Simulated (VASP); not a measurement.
# LiH: on-the-fly training of a machine-learned force field

LiH, Fm-3m (no. 225), 32 atoms in the cell. PBE, machine-learned force field (on-the-fly training); PAW potentials Li, H (PBE set).

Atoms in the training cell: 32; Target temperature (K): 630; Ensemble of the training: NVT, Langevin, temperature ramp.

## Input

INCAR:
```
ALGO = Normal
EDIFF = 1E-6
ENCUT = 330
GGA = PE
IBRION = 0
ISIF = 2
ISMEAR = 0
ISYM = 0
KPAR = 4
LANGEVIN_GAMMA = 10 10
LASPH = True
LCHARG = False
LREAL = Auto
LWAVE = False
MDALGO = 3
ML_LMLFF = True
ML_MB = 1200
ML_MCONF = 600
ML_MODE = train
NCORE = 2
NELM = 80
NELMIN = 4
NSW = 3000
NWRITE = 0
POTIM = 0.5
PREC = Normal
RANDOM_SEED = 492353 0 0
SIGMA = 0.05
TEBEG = 320
TEEND = 820
```

KPOINTS:
```
k-points
0
Monkhorst-Pack
  2 2 2
```

POSCAR:
```
LiH
1.0
   -4.073500000000      4.073500000000      4.073500000000
    4.073500000000     -4.073500000000      4.073500000000
    4.073500000000      4.073500000000     -4.073500000000
Li H
16 16
Direct
   -0.011582574821      0.242264933983      0.734340563980
    0.009174564368      0.503904394040      0.511463054650
   -0.000265382972      0.751444201180      0.240150281017
    0.242925789457      0.002956580672      0.764048497499
    0.013277782223     -0.005563147894      0.004726308213
    0.240816824601      0.228676611151      0.486626996181
    0.241152675624      0.490112177741      0.241771494410
    0.495194423248      0.749734482968      0.753610844471
    0.244011282207      0.740916517406      0.009128462995
    0.491501883533     -0.003165965518      0.490886381620
    0.499873361873      0.240224834998      0.240656229144
    0.739364550125      0.494840838973      0.740041014439
    0.491674802894      0.493618191954     -0.018017952482
    0.763896283960      0.747107433789      0.500448848631
    0.743890356513     -0.022827052805      0.237290871562
    0.735677198019      0.235599318266      0.000564791060
    0.505201010191      0.755365739596      0.246397108959
    0.497341861800     -0.016794546982     -0.003265532663
    0.504479622834      0.258229584359      0.741370339552
    0.772636422354      0.508912209247      0.272093621721
    0.501723859141      0.501755599837      0.512414451528
    0.757024706782      0.746563796157      0.009429437249
    0.754330377065      0.005877127955      0.751234143151
    0.000662964575      0.249097626268      0.246190470377
    0.750226907796      0.257355882030      0.494388489448
   -0.018290958710      0.480991974938     -0.018408715530
   -0.009807129599      0.749970069231      0.754465672591
    0.245332935865     -0.016134985075      0.244735066233
   -0.004291503607     -0.018181803883      0.495153417349
    0.246670453610      0.244345598250     -0.002424448443
    0.256052873547      0.495794858617      0.759461246133
    0.234964930733      0.739217577447      0.477198579619
```

Commands:
```
cat potpaw_PBE.64/Li/POTCAR potpaw_PBE.64/H/POTCAR > POTCAR
# POSCAR: the crystal's sites, moved at random by about 0.06 A along each axis
mpirun -np 8 vasp_std > vasp.out
cp ML_ABN ../ML_AB.train
```

## Result

- MD steps with a DFT calculation: 90
- MD steps: 3000
- Force error on the training data while learning (meV/Å): 128.8
- Energy error on the training data while learning (meV/atom): 7.548
- Last threshold of the force error (eV/Å): 0.0115

Errors on the training data as learning went on:

| MD step | Energy (meV/atom) | Forces (meV/Å) | Stress (kbar) |
|---|---|---|---|
| 1 | 0.255 | 4.7 | 55.92 |
| 3 | 0.012 | 88.9 | 0.16 |
| 5 | 0.035 | 60.9 | 0.18 |
| 7 | 0.137 | 54.6 | 0.31 |
| 9 | 0.129 | 48.7 | 0.43 |
| 11 | 0.112 | 50.9 | 0.55 |
| 170 | 0.892 | 49.0 | 0.98 |
| 279 | 2.491 | 77.3 | 1.91 |
| 458 | 2.661 | 88.7 | 2.45 |
| 824 | 2.706 | 91.5 | 2.52 |
| 1038 | 3.930 | 102.2 | 3.10 |
| 1842 | 5.228 | 110.2 | 3.12 |
| 2189 | 5.677 | 114.0 | 3.28 |
| 2703 | 7.516 | 126.5 | 3.50 |
| 3000 | 7.548 | 128.8 | 3.56 |

DFT calculations in each fifth of the run: 40, 13, 9, 17, 11.

ML_LOGFILE:
```
ML_LOGFILE 0.2.5

* MEMORY INFORMATION ********************

Estimated memory consumption for ML force field generation (MB):

Persistent allocations for force field  :    216.0
|
|-- CMAT for basis  :     26.2
|-- SINV for basis  :      6.6
|-- FMAT for basis  :    158.3
|-- DESC for basis  :      3.1
|-- DESC product matrix  :      3.3

Persistent allocations for ab initio data     :      1.7
|
|-- Ab initio data  :      1.7
|-- Ab initio data (new)  :      0.1

Temporary allocations for sparsification  :     80.8
|
|-- SVD matrices  :     80.8

Other temporary allocations  :     29.2
|
|-- Descriptors  :      8.8
|-- Regression  :     11.1
|-- Prediction  :      9.3

Total memory consumption  :    334.3

********************

* MACHINE LEARNING SETTINGS ********************

General settings
------------------------------------------------------------
Machine learning operation mode in strings (supertag)  :         train (I) ML_MODE
Machine learning operation mode  :             0     ML_ISTART
Machine learning force field type  :        kernel     ML_TYPE
Controls the verbosity of the output at each MD step when machine learning is used  :             1     ML_OUTPUT_MODE
[... 435 lines left out ...]

Program part                                         system clock (sec)       cpu time (sec)
---------------------------------------------------|--------------------|-------------------
Setup (file I/O, parameters,...)                   |              0.220 |              0.204
Descriptor and design matrix                       |             13.797 |             12.912
Sparsification of configurations                   |              1.421 |              1.375
Regression                                         |              2.612 |              2.446
Prediction                                         |             93.893 |             89.202
---------------------------------------------------|--------------------|-------------------
TOTAL                                              |            111.944 |            106.139

********************
```

Limits: These errors are on the data that the field was fitted to, not on fresh structures; the force error is 31 % of the forces' spread, so the field can't be used as it stands; a refit of the same data may do far better and has to be tested.

VASP 6.6.1 took 290 s on 8 cores (Intel Xeon 6975P-C (Granite Rapids)), a shared host.
